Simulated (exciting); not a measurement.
# Ce (Im-3m) in exciting: reference runs

Aim: a first look at Ce with PBEsol, on the cell as given, then over a range of volumes.

All numbers are computed with exciting (release sodium); they aren't measurements. Logs are shortened: lines on timing, memory, paths and dates and some standing lists are left out, and cuts for length are marked.

### Step 1. The crystal as given

Symmetry: Im-3m, No. 229, cubic system. The conventional cell has a = 3.887 Å, b = 3.887 Å, c = 3.887 Å, α = 90.00°, β = 90.00°, γ = 90.00°. Ce (site symmetry m-3m) has 8 Ce at 3.37 Å as nearest neighbours.

This isn't the form of Ce at room conditions, which is fcc.

### Step 2. Single point, PBEsol, collinear spin, ferromagnetic start

File input.xml:

```xml
<input>
  <title>Ce</title>
  <structure speciespath="./" tshift="false">
    <crystal scale="1">
      <basevect>-3.672302038449 3.672302038449 3.672302038449</basevect>
      <basevect>3.672302038449 -3.672302038449 3.672302038449</basevect>
      <basevect>3.672302038449 3.672302038449 -3.672302038449</basevect>
    </crystal>
    <species speciesfile="Ce.xml" rmt="2.3">
      <atom coord="0.000000000000 0.000000000000 0.000000000000" bfcmt="0 0 -8"/>
    </species>
  </structure>
  <groundstate do="fromscratch" ngridk="10 10 10" rgkmax="9.5" gmaxvr="14" lmaxapw="10" lmaxmat="10" lmaxvr="8" xctype="GGA_PBE_SOL" stype="Fermi Dirac" swidth="0.00183747" nempty="22" ValenceRelativity="iora*" epsengy="1e-05" epspot="1e-05" maxscl="90" tforce="true" outputlevel="normal">
    <spin reducebf="0.5"/>
  </groundstate>
</input>
```

Potentials or basis: all-electron LAPW+lo, shipped species files, valence relativity iora*.

The run is started by

```sh
OMP_NUM_THREADS=1 exciting_smp
```

INFO.OUT:

```text
================================================================================
EXCITING SODIUM started
[... 10 lines left out ...]

 Lattice vectors (cartesian) :
     -3.6723020384      3.6723020384      3.6723020384
      3.6723020384     -3.6723020384      3.6723020384
      3.6723020384      3.6723020384     -3.6723020384

 Reciprocal lattice vectors (cartesian) :
      0.0000000000      0.8554831876      0.8554831876
      0.8554831876      0.0000000000      0.8554831876
      0.8554831876      0.8554831876      0.0000000000

 Unit cell volume                           :     198.0957565415
 Brillouin zone volume                      :       1.2521732811

 Species :    1 (Ce)
     parameters loaded from                 :    Ce.xml
     name                                   :    cerium
     nuclear charge                         :     -58.00000000
     electronic charge                      :      58.00000000
     atomic mass                            :  255415.84300000
     muffin-tin radius                      :       2.30000000
     # of radial points in muffin-tin       :     450

     atomic positions (lattice) :
       1 :   0.00000000  0.00000000  0.00000000

     magnetic fields (cartesian) :
       1 :   0.00000000  0.00000000 -8.00000000

 Total number of atoms per unit cell        :       1

 Spin treatment                             :    spin-polarised
 Global magnetic field (cartesian) :        0.00000000   0.00000000   0.00000000
 collinear magnetisation in z-direction

 Number of Bravais lattice symmetries       :      48
 Number of crystal symmetries               :      48

 k-point grid                               :      10   10   10
 Total number of k-points                   :      47
 k-point set is reduced with crystal symmetries

 R^MT_min * |G+k|_max (rgkmax)              :       9.50000000
 Species with R^MT_min                      :       1 (Ce)
 Maximum |G+k| for APW functions            :       4.13043478
 Maximum |G| for potential and density      :      14.00000000

 G-vector grid sizes                        :      30    30    30
 Total number of G-vectors                  :    9189

 Maximum angular momentum used for
     APW functions                          :      10
     computing H and O matrix elements      :      10
     potential and density                  :       8
     inner part of muffin-tin               :       2

 Total nuclear charge                       :     -58.00000000
 Total electronic charge                    :      58.00000000
 Total core charge                          :      46.00000000
 Total valence charge                       :      12.00000000

 Number of empty states                     :      22
 Total number of valence states             :      58

 Maximum Hamiltonian size                   :     263
 Maximum number of plane-waves              :     243
 Total number of local-orbitals             :      20

 Exchange-correlation type                  :      22
     PBEsol, Phys. Rev. Lett. 100, 136406 (2008)
     Generalised gradient approximation (GGA)

 Smearing scheme                            :    Fermi-Dirac
 Smearing width                             :       0.00183747

 Using multisecant Broyden potential mixing
[... 6 lines left out ...]
* Groundstate module started                                                   *
********************************************************************************
 Output level for this task is set to normal

++++++++++++++++++++++++++++++++++++++++++++++++++++++++++++++++++++++++++++++++
[... 5 lines left out ...]
+ SCF iteration number :    1                                                  +
++++++++++++++++++++++++++++++++++++++++++++++++++++++++++++++++++++++++++++++++
 Total energy                               :     -8808.29719506
 _______________________________________________________________
 Fermi energy                               :         0.45983196
 Kinetic energy                             :      9541.26128143
 Coulomb energy                             :    -18143.86528645
 Exchange energy                            :      -202.07769571
 Correlation energy                         :        -3.61549432
 No external B-field energy in total energy

 DOS at Fermi energy (states/Ha/cell)       :        40.76674644

 Electron charges :
     core                                   :        46.00000000
     core leakage                           :         0.00276645
     valence                                :        12.00000000
     interstitial                           :         4.44204263
     charge in muffin-tin spheres :
                  atom     1    Ce          :        53.55795737
     total charge in muffin-tins            :        53.55795737
     total charge                           :        58.00000000
[... 320 lines left out ...]
 Moments :
     interstitial                           :         0.28422283
     moment in muffin-tin spheres :
                  atom     1    Ce          :         0.64736436
     total moment in muffin-tins            :         0.64736436
     total moment                           :         0.93158719

 RMS change in effective potential (target) :  0.157187E-02  ( 0.100000E-04)
 Absolute change in total energy   (target) :  0.160354      ( 0.100000E-04)
 Charge distance                   (target) :  0.154927E-03  ( 0.100000E-04)
 Abs. change in max-nonIBS-force   (target) :   0.00000      ( 0.500000E-04)

++++++++++++++++++++++++++++++++++++++++++++++++++++++++++++++++++++++++++++++++
[... 24 further cycles ...]
+ SCF iteration number :   35                                                  +
++++++++++++++++++++++++++++++++++++++++++++++++++++++++++++++++++++++++++++++++
 Total energy                               :     -8862.02248946
 _______________________________________________________________
 Fermi energy                               :         0.42922719
 Kinetic energy                             :      9506.64115845
 Coulomb energy                             :    -18161.73285102
 Exchange energy                            :      -203.30257255
 Correlation energy                         :        -3.62822435
 No external B-field energy in total energy

 DOS at Fermi energy (states/Ha/cell)       :       148.93013127

 Electron charges :
     core                                   :        46.00000000
     core leakage                           :         0.00211898
     valence                                :        12.00000000
     interstitial                           :         3.57434248
     charge in muffin-tin spheres :
                  atom     1    Ce          :        54.42565752
     total charge in muffin-tins            :        54.42565752
     total charge                           :        58.00000000
[... 325 lines left out ...]
 Moments :
     interstitial                           :         0.21450346
     moment in muffin-tin spheres :
                  atom     1    Ce          :         0.54429357
     total moment in muffin-tins            :         0.54429357
     total moment                           :         0.75879703

 RMS change in effective potential (target) :  0.100444E-07  ( 0.100000E-04)
 Absolute change in total energy   (target) :  0.328243E-05  ( 0.100000E-04)
 Charge distance                   (target) :  0.403306E-08  ( 0.100000E-04)
 Abs. change in max-nonIBS-force   (target) :   0.00000      ( 0.500000E-04)

++++++++++++++++++++++++++++++++++++++++++++++++++++++++++++++++++++++++++++++++
| Convergency criteria checked for the last 2 iterations                       +
| Convergence targets achieved. Performing final SCF iteration                 +
++++++++++++++++++++++++++++++++++++++++++++++++++++++++++++++++++++++++++++++++
 Total energy                               :     -8862.02249801
 _______________________________________________________________
 Fermi energy                               :         0.42922719
 Kinetic energy                             :      9506.64115346
 Coulomb energy                             :    -18161.73285430
 Exchange energy                            :      -203.30257282
 Correlation energy                         :        -3.62822435
 No external B-field energy in total energy

 DOS at Fermi energy (states/Ha/cell)       :       148.93016184

 Electron charges :
     core                                   :        46.00000000
     core leakage                           :         0.00211898
     valence                                :        12.00000000
     interstitial                           :         3.57434229
     charge in muffin-tin spheres :
                  atom     1    Ce          :        54.42565771
     total charge in muffin-tins            :        54.42565771
     total charge                           :        58.00000000

 Moments :
     interstitial                           :         0.21450346
     moment in muffin-tin spheres :
                  atom     1    Ce          :         0.54429368
     total moment in muffin-tins            :         0.54429368
     total moment                           :         0.75879713

++++++++++++++++++++++++++++++++++++++++++++++++++++++++++++++++++++++++++++++++
+ Self-consistent loop stopped                                                 +
++++++++++++++++++++++++++++++++++++++++++++++++++++++++++++++++++++++++++++++++
 STATE.OUT is written

--------------------------------------------------------------------------------
- Writing atomic positions and forces                                          -
--------------------------------------------------------------------------------

 Atomic positions (lattice) :
 atom     1  Ce  :     0.00000000    0.00000000    0.00000000

 Total atomic forces including IBS (cartesian) :
 atom     1  Ce  :     0.00000000    0.00000000    0.00000000

 Atomic force components including IBS (cartesian) :
 atom     1  Ce  :     0.00000000    0.00000000    0.00000000   HF force
                 :     0.00000000    0.00000000    0.00000000   core correction
                 :     0.00000000    0.00000000    0.00000000   IBS correction

********************************************************************************
* Groundstate module stopped                                                   *
********************************************************************************

--------------------------------------------------------------------------------
- CAUTION! Warnings have been written in file WARNING.OUT !                    -
--------------------------------------------------------------------------------
================================================================================
| EXCITING SODIUM stopped                                                      =
================================================================================
```

It took 8.8 min on 1 thread of Intel Xeon at 2.50GHz (Skylake/Cascade Lake), shared host; peak memory 0.12 GiB.

What came out:

| Quantity | Value |
| --- | --- |
| Free energy | -241147.9625 eV |
| Band gap on the k mesh | none (metal or under the smearing width) |
| Net moment | 0.76 μB per cell |
| Site moments | Ce +0.54 μB |
| All electrons inside the program's atomic spheres | Ce 54.43 (radii Ce 2.3 bohr) |

Caveat: the magnetic or orbital state may not be the lowest; the log's total energy holds no entropy term; the free energy is that total less TS from the occupations; spin-orbit coupling is left out, which moves the levels of the heavy elements. The state reached can hang on the start; a lower one may exist.

(Part 1 of 2 ends here.)
